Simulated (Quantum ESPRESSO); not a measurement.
# Ag (Fm-3m) in Quantum ESPRESSO: further runs

The runs below take Ag through phonons, Hubbard U by linear response, with PBEsol, LDA, LDA+U.

Everything below comes from runs of Quantum ESPRESSO 7.5. Logs are shortened: lines on timing, memory, paths and dates and some standing lists are left out, and cuts for length are marked.

### Step 1. The structure

Symmetry: Fm-3m, No. 225, cubic system. The conventional cell has a = 4.085 Å, b = 4.085 Å, c = 4.085 Å, α = 90.00°, β = 90.00°, γ = 90.00°. Around Ag (site symmetry m-3m) lie 12 Ag at 2.89 Å.

### Step 2. Phonons, PBEsol

Contents of pw.in:

```
&CONTROL
  calculation = 'scf'
  prefix = 'pwscf'
  outdir = './tmp'
  pseudo_dir = './pseudo'
  tprnfor = .true.
  tstress = .true.
  disk_io = 'low'
/
&SYSTEM
  ibrav = 0
  nat = 1
  ntyp = 1
  ecutwfc = 56
  ecutrho = 448
  nbnd = 16
  occupations = 'smearing'
  smearing = 'mv'
  degauss = 0.00999582
/
&ELECTRONS
  conv_thr = 2d-10
  electron_maxstep = 120
  mixing_beta = 0.5
/
ATOMIC_SPECIES
Ag   107.8682 ag_pbesol_v1.4.uspp.F.UPF
CELL_PARAMETERS angstrom
   0.0000000000    2.0427500000    2.0427500000
   2.0427500000    0.0000000000    2.0427500000
   2.0427500000    2.0427500000    0.0000000000
ATOMIC_POSITIONS crystal
Ag     0.0000000000    0.0000000000    0.0000000000
K_POINTS automatic
11 11 11 0 0 0
```

Contents of relax.in:

```
&CONTROL
  calculation = 'vc-relax'
  prefix = 'pwscf'
  outdir = './tmp'
  pseudo_dir = './pseudo'
  tprnfor = .true.
  tstress = .true.
  disk_io = 'low'
  nstep = 40
  forc_conv_thr = 0.0001
  etot_conv_thr = 1d-06
/
&SYSTEM
  ibrav = 0
  nat = 1
  ntyp = 1
  ecutwfc = 56
  ecutrho = 448
  nbnd = 16
  occupations = 'smearing'
  smearing = 'mv'
  degauss = 0.00999582
/
&ELECTRONS
  conv_thr = 2d-10
  electron_maxstep = 120
  mixing_beta = 0.5
/
&IONS
  ion_dynamics = 'bfgs'
/
&CELL
  cell_dynamics = 'bfgs'
  press = 0
  press_conv_thr = 0.2
/
ATOMIC_SPECIES
Ag   107.8682 ag_pbesol_v1.4.uspp.F.UPF
CELL_PARAMETERS angstrom
   0.0000000000    2.0427500000    2.0427500000
   2.0427500000    0.0000000000    2.0427500000
   2.0427500000    2.0427500000    0.0000000000
ATOMIC_POSITIONS crystal
Ag     0.0000000000    0.0000000000    0.0000000000
K_POINTS automatic
11 11 11 0 0 0
```

Contents of scf2.in:

```
&CONTROL
  calculation = 'scf'
  prefix = 'pwscf'
  outdir = './tmp'
  pseudo_dir = './pseudo'
  tprnfor = .true.
  tstress = .true.
  disk_io = 'low'
/
&SYSTEM
  ibrav = 0
  nat = 1
  ntyp = 1
  ecutwfc = 56
  ecutrho = 448
  nbnd = 16
  occupations = 'smearing'
  smearing = 'mv'
  degauss = 0.00999582
/
&ELECTRONS
  conv_thr = 1d-13
  electron_maxstep = 120
  mixing_beta = 0.5
  startingpot = 'file'
  startingwfc = 'file'
/
ATOMIC_SPECIES
Ag   107.8682 ag_pbesol_v1.4.uspp.F.UPF
CELL_PARAMETERS angstrom
   0.0000000000    2.0222704147    2.0222704147
   2.0222704147    0.0000000000    2.0222704147
   2.0222704147    2.0222704147    0.0000000000
ATOMIC_POSITIONS crystal
Ag     0.0000000000    0.0000000000    0.0000000000
K_POINTS automatic
11 11 11 0 0 0
```

Contents of ph.in:

```
phonons of Ag
&INPUTPH
  prefix = 'pwscf'
  outdir = './tmp'
  tr2_ph = 1d-18
  fildyn = 'dyn'
  niter_ph = 90
  alpha_mix(1) = 0.4
/
0.5303300859 0.5303300859 -0.0000000000
```

Potentials or basis: GBRV 1.5 PBEsol.

On the command line:

```sh
$ OMP_NUM_THREADS=1 pw.x -in pw.in > pw.out
$ OMP_NUM_THREADS=1 pw.x -in relax.in > relax.out
$ OMP_NUM_THREADS=1 pw.x -in scf2.in > scf2.out
$ OMP_NUM_THREADS=1 ph.x -in ph.in > ph.out
```

pw.out:

```text
This program is part of the open-source Quantum ESPRESSO suite
     for quantum simulation of materials; please cite
[... 9 lines left out ...]
     --------------------
     sticks:   dense  smooth     PW     G-vecs:    dense   smooth      PW
     Sum         925     451    151                18499     6423    1243

     Using Slab Decomposition

     bravais-lattice index     =            0
     lattice parameter (alat)  =       5.4592  a.u.
     unit-cell volume          =     115.0462 (a.u.)^3
     number of atoms/cell      =            1
     number of atomic types    =            1
     number of electrons       =        19.00
     number of Kohn-Sham states=           16
     kinetic-energy cutoff     =      56.0000  Ry
     charge density cutoff     =     448.0000  Ry
     scf convergence threshold =      2.0E-10
     mixing beta               =       0.5000
     number of iterations used =            8  plain     mixing
     Exchange-correlation= SLA  PW   PSX  PSC
                           (   1   4  10   8   0   0   0)

     celldm(1)=   5.459201  celldm(2)=   0.000000  celldm(3)=   0.000000
     celldm(4)=   0.000000  celldm(5)=   0.000000  celldm(6)=   0.000000

     crystal axes: (cart. coord. in units of alat)
               a(1) = (   0.000000   0.707107   0.707107 )
               a(2) = (   0.707107   0.000000   0.707107 )
               a(3) = (   0.707107   0.707107   0.000000 )

     reciprocal axes: (cart. coord. in units 2 pi/alat)
               b(1) = ( -0.707107  0.707107  0.707107 )
               b(2) = (  0.707107 -0.707107  0.707107 )
               b(3) = (  0.707107  0.707107 -0.707107 )

     PseudoPot. # 1 for Ag read from file:
     ag_pbesol_v1.4.uspp.F.UPF
     Pseudo is Ultrasoft + core correction, Zval = 19.0
     Generated by new atomic code, or converted to UPF format
     Using radial grid of  887 points,  6 beta functions with:
                l(1) =   0
                l(2) =   0
                l(3) =   1
                l(4) =   1
                l(5) =   2
                l(6) =   2
     Q(r) pseudized with  6 coefficients,  rinner =    1.300   1.300   1.300
                                                       1.300   1.300

     atomic species   valence    mass     pseudopotential
     Ag               19.00   107.86820     Ag( 1.00)

     48 Sym. Ops., with inversion, found

   Cartesian axes

     site n.     atom                  positions (alat units)
         1        Ag     tau(   1) = (   0.0000000   0.0000000   0.0000000  )

     number of k points=    56  Marzari-Vanderbilt smearing, width (Ry)=  0.0100
                       cart. coord. in units 2pi/alat
        k(    1) = (   0.0000000   0.0000000   0.0000000), wk =   0.0015026
        k(    2) = (   0.0642824   0.0642824  -0.0642824), wk =   0.0120210
        k(    3) = (   0.1285649   0.1285649  -0.1285649), wk =   0.0120210
        k(    4) = (   0.1928473   0.1928473  -0.1928473), wk =   0.0120210
        k(    5) = (   0.2571297   0.2571297  -0.2571297), wk =   0.0120210
        k(    6) = (   0.3214122   0.3214122  -0.3214122), wk =   0.0120210
[... 48 lines left out ...]
        k(   55) = (  -0.0642824  -0.4499770   0.7071068), wk =   0.0360631
        k(   56) = (   0.0000000  -0.3856946   0.6428243), wk =   0.0360631

     Dense  grid:    18499 G-vectors     FFT dimensions: (  40,  40,  40)

     Smooth grid:     6423 G-vectors     FFT dimensions: (  25,  25,  25)

     Initial potential from superposition of free atoms

     starting charge      18.5000, renormalised to      19.0000
     Starting wfcs are   13 randomized atomic wfcs +    3 random wfcs

     Self-consistent Calculation

     iteration #  1     ecut=    56.00 Ry     beta= 0.50
     Davidson diagonalization with overlap
     ethr =  1.00E-02,  avg # of iterations =  5.0

     total energy              =    -295.12470536 Ry
     estimated scf accuracy    <       1.21468014 Ry

     iteration #  2     ecut=    56.00 Ry     beta= 0.50
     Davidson diagonalization with overlap
     ethr =  6.39E-03,  avg # of iterations =  2.0

     total energy              =    -295.50887344 Ry
     estimated scf accuracy    <       0.24599353 Ry

     iteration #  3     ecut=    56.00 Ry     beta= 0.50
     Davidson diagonalization with overlap
     ethr =  1.29E-03,  avg # of iterations =  2.0
[... 29 lines left out ...]
     total energy              =    -295.55279820 Ry
     estimated scf accuracy    <          6.6E-09 Ry

     iteration #  8     ecut=    56.00 Ry     beta= 0.50
     Davidson diagonalization with overlap
     ethr =  3.49E-11,  avg # of iterations =  2.0

     total energy              =    -295.55279821 Ry
     estimated scf accuracy    <          2.3E-10 Ry

     iteration #  9     ecut=    56.00 Ry     beta= 0.50
     Davidson diagonalization with overlap
     ethr =  1.23E-12,  avg # of iterations =  1.1

     End of self-consistent calculation

          k = 0.0000 0.0000 0.0000 (   869 PWs)   bands (ev):

   -74.7087 -38.1166 -38.1166 -38.1166   9.3324  12.4231  12.4231  12.4231
    13.4747  13.4747  33.4848  36.9872  36.9872  36.9872  41.6017  42.4993

          k = 0.0643 0.0643-0.0643 (   830 PWs)   bands (ev):

   -74.7072 -38.1295 -38.1184 -38.1184   9.5885  12.3669  12.4925  12.4925
    13.4505  13.4505  33.3895  35.1397  37.0444  37.0444  41.2013  42.3135

          k = 0.1286 0.1286-0.1286 (   818 PWs)   bands (ev):

   -74.7035 -38.1648 -38.1237 -38.1237  10.2604  12.3233  12.6170  12.6170
    13.4598  13.4598  30.9527  34.3021  37.0672  37.0672  40.1474  41.4583

          k = 0.1928 0.1928-0.1928 (   821 PWs)   bands (ev):

   -74.6987 -38.2108 -38.1306 -38.1306  10.8343  12.6094  12.6094  12.8630
    13.6739  13.6739  27.4271  33.8546  36.6856  36.6856  40.4381  40.4392
[... 83 lines left out ...]
   -74.6890 -38.2655 -38.1733 -38.1511  11.2570  12.1157  12.8545  13.0850
    14.2465  18.7179  21.0603  29.7961  32.6941  33.6621  42.2492  42.3390

          k =-0.1286-0.3857 0.3857 (   811 PWs)   bands (ev):

   -74.6899 -38.2573 -38.1765 -38.1453  11.3654  12.1695  12.8403  13.0420
    13.9370  17.5832  22.6430  29.1370  33.9051  34.0840  41.2361  42.0312

          k =-0.0643-0.3214 0.3214 (   811 PWs)   bands (ev):

   -74.6929 -38.2345 -38.1710 -38.1372  11.5366  12.2402  12.6528  12.9173
    13.4912  15.8282  25.8184  29.0034  34.6827  36.0535  39.5780  41.9653

          k = 0.0000-0.2571 0.2571 (   817 PWs)   bands (ev):

   -74.6970 -38.2068 -38.1561 -38.1293  11.4036  12.0135  12.6323  13.0461
    13.0801  14.5989  29.1168  29.5046  35.9699  37.8611  38.2890  41.8685

          k = 0.3857 0.0000-0.0000 (   829 PWs)   bands (ev):

   -74.6954 -38.2070 -38.1527 -38.1527  11.2290  11.5122  13.4506  13.4506
    13.6910  13.9058  31.2351  31.2351  32.0381  33.9884  35.0624  45.4415

          k = 0.4500 0.0643-0.0643 (   818 PWs)   bands (ev):

   -74.6919 -38.2308 -38.1632 -38.1602  11.2529  11.4090  13.3425  13.5618
    14.1301  15.0904  28.5351  30.1990  30.3539  34.1878  36.1773  45.7564

          k = 0.5143 0.1286-0.1286 (   814 PWs)   bands (ev):

   -74.6889 -38.2489 -38.1785 -38.1636  11.2151  11.5831  13.1285  13.4689
    14.3356  17.0875  25.2552  28.4913  30.1644  34.0256  39.0220  44.9247
[... 23 lines left out ...]
   -74.6872 -38.2591 -38.1793 -38.1732  10.9751  11.1045  13.9584  13.9875
    14.3559  17.4393  26.1602  27.2159  28.7393  34.2161  35.8333  46.9099

          k =-0.0643-0.5785 0.5785 (   804 PWs)   bands (ev):

   -74.6859 -38.2578 -38.1974 -38.1717  11.0525  11.3294  13.5425  13.8480
    14.3522  19.6592  24.2006  25.0692  29.1412  34.1108  38.7590  45.7668

          k =-0.0000-0.5143 0.5143 (   808 PWs)   bands (ev):

   -74.6861 -38.2420 -38.2184 -38.1650  11.2639  11.7391  12.9927  13.6208
    14.1500  21.8235  21.8362  24.3734  30.3259  33.9907  42.1824  44.7231

          k = 0.6428-0.0000 0.0000 (   798 PWs)   bands (ev):

   -74.6859 -38.2701 -38.1785 -38.1785  10.7937  10.9331  14.2316  14.4307
    14.4307  18.1676  24.5791  28.0105  28.0105  34.2606  34.3755  47.6425

          k =-0.0000-0.6428 0.6428 (   800 PWs)   bands (ev):

   -74.6854 -38.2694 -38.1855 -38.1780  10.8432  10.9958  14.1572  14.2031
    14.4487  19.1836  23.9122  26.6456  28.1539  34.2619  35.7815  47.0108

          k = 0.2571 0.1286 0.0000 (   829 PWs)   bands (ev):

   -74.7005 -38.1794 -38.1408 -38.1290  10.8232  11.9869  12.7036  12.9137
    13.2703  13.8556  31.3602  31.5934  35.9628  35.9874  39.4861  41.3155

          k = 0.3214 0.1928-0.0643 (   817 PWs)   bands (ev):

   -74.6962 -38.2139 -38.1533 -38.1353  11.3391  12.1011  12.5106  12.9940
    13.5614  14.5844  27.9117  30.9511  34.3936  36.6268  39.5845  41.1604

          k = 0.3857 0.2571-0.1286 (   814 PWs)   bands (ev):

   -74.6922 -38.2467 -38.1619 -38.1428  11.2913  12.2956  12.6774  12.9493
    13.9791  15.9611  24.4916  30.7415  32.9340  35.8376  40.2122  42.2398

          k =-0.2571-0.3857 0.5143 (   815 PWs)   bands (ev):

   -74.6898 -38.2665 -38.1659 -38.1481  11.2021  12.1645  12.7605  13.2215
    14.2007  17.8493  21.5895  30.9764  31.8014  35.1160  40.4816  42.8670
[... 13 lines left out ...]
   -74.6884 -38.2531 -38.1852 -38.1585  11.4286  11.9535  12.6357  13.2675
    14.2330  18.3018  23.0032  29.0906  29.5201  35.5541  41.0182  43.4984

          k =-0.1286-0.3857 0.5143 (   811 PWs)   bands (ev):

   -74.6878 -38.2545 -38.1929 -38.1570  11.5356  11.9461  12.7174  13.1397
    14.1654  19.7456  21.3816  28.0393  30.2763  35.6659  40.9318  44.9944

          k =-0.0643-0.3214 0.4500 (   815 PWs)   bands (ev):

   -74.6893 -38.2447 -38.1912 -38.1504  11.7081  12.0285  12.4331  13.2236
    13.8783  17.6928  24.1429  27.4676  31.4773  36.3966  39.9833  44.2295

          k = 0.0000-0.2571 0.3857 (   818 PWs)   bands (ev):

   -74.6924 -38.2301 -38.1763 -38.1420  11.8835  11.9105  12.2684  13.3604
    13.4629  15.9085  27.3657  27.5431  32.9198  37.7285  38.3900  42.7728

          k = 0.5143 0.1286 0.0000 (   804 PWs)   bands (ev):

   -74.6891 -38.2463 -38.1759 -38.1664  11.2343  11.2855  13.3038  14.0265
    14.0521  16.5593  27.7454  28.0324  28.4165  35.4542  36.2938  44.9880

          k =-0.1286-0.5143 0.6428 (   810 PWs)   bands (ev):

   -74.6870 -38.2521 -38.1921 -38.1704  11.2454  11.4637  13.0781  13.7908
    14.3029  18.6480  24.8703  26.6661  28.0992  35.6270  38.8768  43.9661

          k =-0.0643-0.4500 0.5785 (   811 PWs)   bands (ev):

   -74.6862 -38.2439 -38.2120 -38.1679  11.3867  11.7773  12.7564  13.5368
    14.2656  21.1372  22.1452  25.4232  28.8223  35.6863  41.9779  43.0721

          k = 0.0000-0.3857 0.5143 (   815 PWs)   bands (ev):

   -74.6871 -38.2338 -38.2194 -38.1601  11.6475  12.0872  12.3295  13.3905
    14.0328  19.7298  23.7280  24.9495  30.0403  36.0140  41.3329  45.6145

          k =-0.0643-0.5785 0.7071 (   802 PWs)   bands (ev):

   -74.6858 -38.2636 -38.1859 -38.1784  10.9757  11.0966  13.7944  14.1028
    14.4302  18.9878  24.6571  26.9957  27.0839  35.3814  36.1349  45.9999

          k =-0.0000-0.5143 0.6428 (   804 PWs)   bands (ev):

   -74.6855 -38.2554 -38.2007 -38.1764  11.1319  11.3521  13.3467  13.8406
    14.4251  20.6261  23.9069  24.6908  27.6441  35.6178  38.8492  44.5128

          k =-0.1928-0.4500 0.7071 (   813 PWs)   bands (ev):

   -74.6882 -38.2430 -38.1948 -38.1618  11.6953  11.7000  12.4226  13.6624
    14.0182  18.0160  25.9069  26.0942  28.9663  38.0831  38.5111  42.7885

          k =-0.1286-0.3857 0.6428 (   814 PWs)   bands (ev):

   -74.6866 -38.2414 -38.2097 -38.1682  11.6732  11.8813  12.3414  13.4577
    14.2525  20.2546  22.9577  26.4087  27.6683  37.8546  40.0192  43.7824

          k =-0.0643-0.4500 0.7071 (   809 PWs)   bands (ev):

   -74.6857 -38.2460 -38.2058 -38.1780  11.3901  11.5814  12.7886  13.6726
    14.4285  20.6618  24.8106  24.9310  25.9776  37.8498  39.5133  42.7033

          k = 0.0000-0.3857 0.6428 (   809 PWs)   bands (ev):

   -74.6856 -38.2317 -38.2228 -38.1771  11.5244  11.9363  12.3612  13.4942
    14.4260  22.5057  22.6855  24.4819  26.3835  38.4815  40.9854  42.3103

     the Fermi energy is    17.4045 ev

!    total energy              =    -295.55279821 Ry
     estimated scf accuracy    <          7.8E-12 Ry
     smearing contrib. (-TS)   =      -0.00008628 Ry
     internal energy E=F+TS    =    -295.55271192 Ry

     The total energy is F=E-TS. E is the sum of the following terms:
     one-electron contribution =    -124.05592767 Ry
     hartree contribution      =      71.58345719 Ry
     xc contribution           =     -28.69770970 Ry
     ewald contribution        =    -214.38253174 Ry

     convergence has been achieved in   9 iterations

     Forces acting on atoms (cartesian axes, Ry/au):

     atom    1 type  1   force =     0.00000000    0.00000000    0.00000000

     Total force =     0.000000     Total SCF correction =     0.000000

     Computing stress (Cartesian axis) and pressure

          total   stress  (Ry/bohr**3)                   (kbar)     P=      -32.31
  -0.00021967  -0.00000000  -0.00000000          -32.31       -0.00       -0.00
   0.00000000  -0.00021967  -0.00000000            0.00      -32.31       -0.00
  -0.00000000  -0.00000000  -0.00021967           -0.00       -0.00      -32.31

=------------------------------------------------------------------------------=
   JOB DONE.
=------------------------------------------------------------------------------=
```

Wall time 4 min (1 thread of AMD EPYC 9R45 (Zen 5), shared host); peak memory 0.11 GiB.

Results:

| Quantity | Value |
| --- | --- |
| Free energy | -4021.2039 eV |
| Relaxed volume | 16.54 Å³/atom |
| Relaxed cell | a = 2.860 Å, b = 2.860 Å, c = 2.860 Å, α = 60.00°, β = 60.00°, γ = 60.00° |
| Space group after relaxing (to 0.05 Å) | Fm-3m (No. 225) |
| Pressure after relaxing | 0.2 GPa |
| Band gap on the k mesh | none (metal or under the smearing width) |
| Highest phonon frequency at the q point run | 183 cm⁻¹ |

The path:
| step | energy change (eV) | largest force (eV/Å) | pressure (GPa) | volume (Å³) |
| --- | --- | --- | --- | --- |
| 1 | 0.0000 | 0.0000 | -3.23 | 17.05 |
| 2 | -0.0042 | 0.0000 | -1.55 | 16.77 |
| 3 | -0.0053 | 0.0000 | 0.14 | 16.52 |
| 4 | -0.0053 | 0.0000 | 0.00 | 16.54 |

Final structure:
```yaml
crystal:
  lattice:
    - [0.00000, 2.02227, 2.02227]
    - [2.02227, 0.00000, 2.02227]
    - [2.02227, 2.02227, 0.00000]
  atoms:
    - { symbol: Ag, position: [0.00000, 0.00000, 0.00000] }
```

Phonon frequencies in cm⁻¹ (negative: imaginary):
| q point | frequencies |
| --- | --- |
| (0.375, 0.375, 0.750) | 124 178 183 |

Phonon modes at q = (0.375, 0.375, 0.750) in reciprocal lattice units:
| mode | symmetry | cm⁻¹ |
| --- | --- | --- |
| 1 | B_1 | 124 |
| 2 | B_2 | 178 |
| 3 | A_1 | 183 |

Caveat: the q point doesn't lie on the k mesh, which can shift a metal's frequencies strongly unless the mesh is converged.

(Part 1 of 5 ends here.)
